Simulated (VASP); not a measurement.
## Si16Ge (a cell with a defect): single point with PBE+D3(BJ)

The system is Si16Ge (a cell with a defect).

```
CELL_PARAMETERS angstrom
0.00000 5.43000 5.43000
5.43000 0.00000 5.43000
5.43000 5.43000 0.00000
ATOMIC_POSITIONS crystal
Si 0.00119 0.98596 0.00093
Si 0.14181 0.07521 0.14153
Si 0.00105 0.98618 0.51198
Si 0.10726 0.13231 0.63029
Si 0.01683 0.44944 0.01681
Si 0.11884 0.61417 0.11835
Si 0.95877 0.50633 0.51751
Si 0.11882 0.61437 0.64853
Si 0.51226 0.98621 0.00077
Si 0.63054 0.13243 0.10693
Si 0.47584 0.07313 0.47554
Si 0.63040 0.13264 0.63011
Si 0.51776 0.50644 0.95847
Si 0.64855 0.61439 0.11856
Si 0.51763 0.50666 0.51732
Si 0.60188 0.69537 0.60146
Ge 0.33146 0.50559 0.33145
```

The cell was built by a generator and needn't be a form met in nature.

```yaml
Program: VASP 6.6.1
Task: single point
Functional: PBE
Dispersion: D3(BJ)
Potentials_or_basis: VASP PAW PBE potentials, release 64 (Si, Ge_d)
Cutoff: 520 eV
k_mesh: 2 × 2 × 2
Occupations: gaussian, width 0.05 eV
Spin: no spin polarisation
Dipole_correction: no
Further_INCAR_settings: LREAL = Auto; ALGO = Fast; EDIFF = 1e-07; NBANDS = 53
```

The pressure is 2.6 GPa. The largest force is 0.090 eV/Å. The band gap on the k mesh is none (metal or under the smearing width) and the dispersion energy per atom is -0.333 eV.

Forces in eV/Å, atoms in the order of the input:
```
Si   0.003  0.011  0.004
Si   0.029 -0.030  0.027
Si  -0.013 -0.003  0.004
Si  -0.001  0.001 -0.005
Si   0.022 -0.021  0.024
Si   0.009  0.027  0.005
Si   0.015 -0.015 -0.019
Si  -0.026 -0.009  0.004
Si   0.004 -0.004 -0.012
Si  -0.005  0.002 -0.002
Si   0.006 -0.005  0.006
Si  -0.003  0.007 -0.002
Si  -0.020 -0.017  0.016
Si   0.004 -0.005 -0.022
Si   0.017  0.021  0.016
Si   0.011 -0.012  0.007
Ge  -0.052  0.053 -0.052
```

Stress tensor (GPa, compression positive):
```
 2.63  0.86 -0.87
 0.86  2.63  0.86
-0.87  0.86  2.63
```

Levels at points of the mesh, in eV from the Fermi level:
| k point | band 37 | band 38 | band 39 | band 40 | band 41 | band 42 |
| --- | --- | --- | --- | --- | --- | --- |
| (0.00, 0.00, 0.00) | -0.56 | -0.54 | -0.54 | -0.05 | -0.04 | 0.27 |
| (0.50, 0.00, 0.00) | -1.33 | -0.88 | -0.20 | 0.23 | 0.77 | 0.90 |
| (0.00, 0.50, 0.00) | -1.19 | -1.19 | -0.21 | 0.44 | 0.45 | 1.19 |
| (0.00, 0.00, 0.50) | -1.33 | -0.88 | -0.20 | 0.24 | 0.77 | 0.90 |
| (0.50, 0.50, 0.50) | -1.32 | -0.88 | -0.20 | 0.24 | 0.77 | 0.90 |
| (0.50, 0.50, 0.00) | -1.69 | -0.83 | 0.01 | 0.45 | 1.33 | 1.46 |
| (0.00, 0.50, 0.50) | -1.69 | -0.83 | 0.01 | 0.45 | 1.33 | 1.46 |
| (0.50, 0.00, 0.50) | -1.69 | -0.83 | 0.01 | 0.45 | 1.33 | 1.46 |

Wall time 3.8 min on 1 thread of Intel(R) Xeon(R) Platinum 8559C (Emerald Rapids) (shared host), peak memory 0.49 GiB.

Caveat: the k mesh is coarse (spacing up to 0.50 Å⁻¹), so the values aren't converged.
